**Question: Can I guess the CdTe gap for two functionals from five others?**

I make CdTe layers and would like to understand how far the band gap from a density-functional calculation depends on the functional. I have results for the same zincblende cell, with the same atomic positions in every row. Two rows still lack their gaps: TPSS and vdW-DF-cx.

Plane-wave PAW Kohn-Sham DFT with GPAW 26.7.0 for zincblende CdTe (2-atom cell, same geometry throughout). The self-consistent runs use a 600 eV cutoff, a 6 × 6 × 6 k mesh and Fermi-Dirac smearing of 0.05 eV. Gaps are taken along Γ–X–W–K–Γ–L–U–W–L–K|U–X and include spin-orbit coupling, added after self-consistency by second variation.

```csv
functional,potentials,gap on path (eV),direct gap on path (eV)
LDA,GPAW-PAW-data-sets-(gpaw-data-1.2.1),0.282,0.282
PBEsol,PAW-data-sets-made-by gpaw-setup-for-the-functional,0.436,0.436
BLYP,PAW-data-sets-made-by gpaw-setup-for-the-functional,0.460,0.460
BEEF-vdW,GPAW-PAW-data-sets-(gpaw-data-1.2.1),0.672,0.672
C09-vdW,GPAW-PAW-data-sets-(gpaw-data-1.2.1),0.480,0.480
TPSS,GPAW-PAW-data-sets-(gpaw-data-1.2.1),?,?
vdW-DF-cx,GPAW-PAW-data-sets-(gpaw-data-1.2.1),?,?
```

"Gap on path" is the smallest energy from a filled to an empty state along the sampled lines of wave vectors. "Direct gap on path" is the smallest such energy with both states at the same wave vector. What values should I expect for the two open rows, and how sure can I be?

**Answer**

Start with the two states that bound the gap. Both lie at the centre of the Brillouin zone, which is why the two gap columns agree in the five known rows. The valence top comes mainly from Te 5p orbitals, while the conduction edge is s-like. An s orbital has weight at the nucleus and a p orbital has a node there, so a functional that changes the potential close to the atoms shifts the two edges by different amounts.

Spin-orbit coupling then acts on the p-like edge. A simpler system shows how: a single p electron outside closed shells, as in a thallium atom. Its level splits in two, and the upper and lower parts are separated by an energy $\Delta$. In CdTe the threefold valence top, sixfold with spin, splits in the same pattern: four states rise by $\Delta/3$ and two fall by $2\Delta/3$. The analogy covers this pattern but not the size of $\Delta$, which depends on the element and, in the crystal, on some admixture of Cd 4d character.

The gap therefore follows from

$$E_\mathrm{gap} \approx E_0 - \frac{\Delta}{3},$$

where $E_0$ is the gap before spin-orbit coupling. In PBEsol the same calculation gives $E_0 = 0.755$ eV and a valence top that rises by 0.323 eV, while the conduction edge stays put. The difference is 0.432 eV on the k mesh, and the table, taken along the path, has 0.436 eV. This confirms the bookkeeping but is no independent test, since the rise was itself computed.

The subtraction is almost the same for the five known functionals, 0.32 to 0.33 eV. It lowers each gap but leaves their order as it was. The question about the open rows is thus a question about $E_0$, and the functional decides that. The calculation carries a warning that its spin-orbit splittings are too wide, so the subtraction is probably somewhat too large in every row.

**What the known functionals teach**

LDA uses only the local electron density and gives the smallest known gap. The other four also respond to how fast the density varies in space, and their gaps are larger by at least 0.15 eV. The difference between s and p orbitals near the nuclei is a plausible reason, but these results don't separate it from other changes, such as a shift of the Cd 4d levels that push against the valence top.

Among these four, PBEsol, BLYP and C09-vdW lie within 0.05 eV of one another. I wouldn't read much into their order, because their atomic potentials were not all made in the same way. BEEF-vdW stands 0.19 eV above C09-vdW, although both contain nonlocal correlation, the ingredient meant for dispersion forces. (No separate dispersion correction was added in any row.) Having that ingredient is evidently not enough to fix the gap, so a forecast should look at the whole recipe.

**Forecast for vdW-DF-cx**

C09-vdW is a close relative. The two functionals share their correlation, and their exchange parts are similar where the density varies slowly or moderately. The simplest forecast is therefore the C09-vdW gap itself, **0.48 ± 0.06 eV**. The error bar is my judgement of what the remaining difference in exchange could do, about a third of the distance between C09-vdW and BEEF-vdW.

**Forecast for TPSS**

TPSS has no such relative in the table, so I start from the average of the four gradient-dependent rows. LDA is left out because it lacks the gradient ingredient that TPSS has. The average is

$$\frac{0.436 + 0.460 + 0.672 + 0.480}{4} = 0.512\ \text{eV}.$$

TPSS also uses the kinetic-energy density, a local measure of how strongly the orbitals bend and oscillate. Two orbitals at the same place can then feel the functional differently, which an ordinary potential, depending on position alone, does not allow. In semiconductors this usually opens the gap by one or two tenths of an eV compared with a gradient-only functional. That size is a rough recollection, not a result of this table.

Adding 0.15 eV gives $0.512 + 0.15 \approx 0.66$ eV. The four rows scatter about their average by roughly 0.1 eV, and the added shift is uncertain by about as much. Together they suggest an error bar of 0.15 eV, so the forecast is **0.66 ± 0.15 eV**.

**The computed values**

The withheld rows as computed:

```csv
functional,potentials,gap on path (eV),direct gap on path (eV)
TPSS,GPAW-PAW-data-sets-(gpaw-data-1.2.1),0.770,0.770
vdW-DF-cx,GPAW-PAW-data-sets-(gpaw-data-1.2.1),0.516,0.516
```

Both values fall inside their ranges, and both lie above the central forecast. The gap remains direct on the path in both cases.

For vdW-DF-cx the miss is 0.04 eV. Here the likely cause can be found by elimination. The two functionals share their correlation, and their rows share the cell, the collection of atomic potentials and the main settings, so their different exchange is the natural suspect, though no run isolates it. The plain average of the four gradient-dependent rows, 0.51 eV, would have come closer than the relative I chose. I don't take this as a point in favour of averaging: that average mixes three rows near 0.46 eV with one much higher row, and it misses TPSS by 0.26 eV.

For TPSS the miss is larger, 0.11 eV. The direction of the shift was right, but 0.15 eV was too little when added to this average. Spin-orbit coupling is not the reason: it takes 0.31 eV from the TPSS gap, nearly as much as from the others, although for TPSS it was computed without the exchange-correlation potential.

A comparison with PBEsol before that coupling shows which level moves. The TPSS gap is wider by 0.32 eV, yet the lower group of Cd 4d levels at the zone centre lies almost equally far below the valence top, 8.34 eV in PBEsol and 8.38 eV in TPSS. So a shift of the 4d levels can hardly explain the wider gap. Instead, the empty bands move up, away from both. The s-like edge rises most, but the p-like empty triplet at the zone centre also rises by 0.19 eV and the lowest empty band at X by 0.24 eV, while the filled Te 5s level sinks by 0.05 eV. The contrast is thus more one of empty against filled states than of s against p, and the two rows also differ in their atomic potentials. It would be wrong to credit the whole 0.26 eV above the average to the kinetic-energy density. A clean measurement would need a gradient-only functional built like TPSS in all other respects, with matching atomic potentials, and the table has no such pair.

So family resemblance gave a useful estimate where a close relative existed. Where a new ingredient came in, both the direction and the size of its effect had to be borrowed from experience with other semiconductors. Two rows inside their error bars are encouraging, but they are too few to establish how reliable the method is.

**What this means for your layers**

The choice of functional moves the gap from 0.28 eV in LDA to 0.77 eV in TPSS, with no atom displaced. Even the TPSS value is only about half of the measured gap, which is roughly 1.5 eV at room temperature and nearer 1.6 eV in the cold, the fairer match for fixed atoms (both recalled values). This shortfall is typical of functionals of these kinds, and the too-wide spin-orbit splitting probably adds a little to it. The cell is not to blame: its edge is slightly shorter than the measured one, which should widen the computed gaps rather than narrow them. I wouldn't use any of these gaps directly to predict an absorption edge.

Nor does the largest gap identify the best description of CdTe. A functional may come closer to experiment because one error offsets another, and the gap alone can't reveal that.

The ranking also belongs to this particular cell. BLYP, for example, is under a pressure of about 6.5 GPa here, which means that it would prefer a larger volume. Compression widens the gap of CdTe, so BLYP should give a much smaller gap in its own relaxed cell, and perhaps none. If you compare functionals after relaxing the lattice, you see the effect of the functional and that of the volume together.

For a related compound, take the two steps separately. First find the gap before spin-orbit coupling, which depends on the compound and on the whole recipe of the functional. Then subtract about a third of the valence splitting, provided that the valence top is p-like and the conduction edge s-like, as here. With a lighter anion in place of Te that subtraction shrinks, because spin-orbit coupling weakens as the nuclear charge falls.
